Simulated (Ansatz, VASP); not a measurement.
**One calculation of CdSe, two programs**

POSCAR

```
CdSe
1.0
    0.0000000000      3.0250000000      3.0250000000
    3.0250000000      0.0000000000      3.0250000000
    3.0250000000      3.0250000000      0.0000000000
Cd Se
1 1
Direct
    0.0000000000      0.0000000000      0.0000000000
    0.2500000000      0.2500000000      0.2500000000
```

The input INCAR.step1:

```
ALGO = Normal
EDIFF = 1E-4
ENCUT = 520
GGA = PE
ISMEAR = 0
LASPH = True
LCHARG = False
LREAL = False
LWAVE = True
NBANDS = 16
NELM = 100
PREC = Accurate
SIGMA = 0.1
```

The input INCAR.step2:

```
ALGO = Normal
EDIFF = 1E-6
ENCUT = 520
ISIF = 2
ISMEAR = 0
ISTART = 1
LASPH = True
LCHARG = True
LELF = True
LMIXTAU = True
LREAL = False
LVHAR = True
LWAVE = False
METAGGA = R2SCAN
NBANDS = 16
NELM = 100
PREC = Accurate
SIGMA = 0.1
```

KPOINTS

```
k-points
0
Gamma
  6 6 6
```

Input for Ansatz:

```yaml
crystal:
  lattice:
    - [0.0, 3.025, 3.025]
    - [3.025, 0.0, 3.025]
    - [3.025, 3.025, 0.0]
  atoms:
    - { symbol: Cd, position: [0.0, 0.0, 0.0] }
    - { symbol: Se, position: [0.25, 0.25, 0.25] }
basis:
  ecutwfc: 500
kpoints:
  mp_grid: { grid: [6, 6, 6] }
hamiltonian:
  xc: r2scan
scf:
  occupations: { method: gaussian, width: 0.1 }
output:
  forces: true
  stress: true
  eigenvalues: true
```

Measurements of this composition are mostly on another form, of space group No. 186.

Alike in both runs: task single point; functional r2SCAN; k mesh 6 × 6 × 6; occupations gaussian, width 0.1 eV; no spin polarisation.

|  | VASP | Ansatz |
| --- | --- | --- |
| version | VASP 6.6.1 | Ansatz 0.2.0 |
| potentials or method | VASP PAW PBE potentials, release 64 (Cd, Se) | scalar-relativistic, plane waves, PAW |
| plane-wave cutoff (eV) | 520 | 500 |
| valence electrons in the cell | 18 | 36 |

|  | VASP | Ansatz | Ansatz less VASP |
| --- | --- | --- | --- |
| gap on the k mesh at the Fermi level (eV) | 1.12 | 1.13 | +0.008 |
| least direct gap on the mesh (eV) | 1.12 | 1.13 | +0.008 |
| pressure (GPa) | 2.6 | 2.3 | -0.30 |

The two sets of potentials don't hold the same shells in valence.

Caveats: the PAW data sets were made with another functional, which shifts forces and pressure a little (VASP). r2SCAN opens gaps a little over a GGA but as a rule still falls short of measured ones.
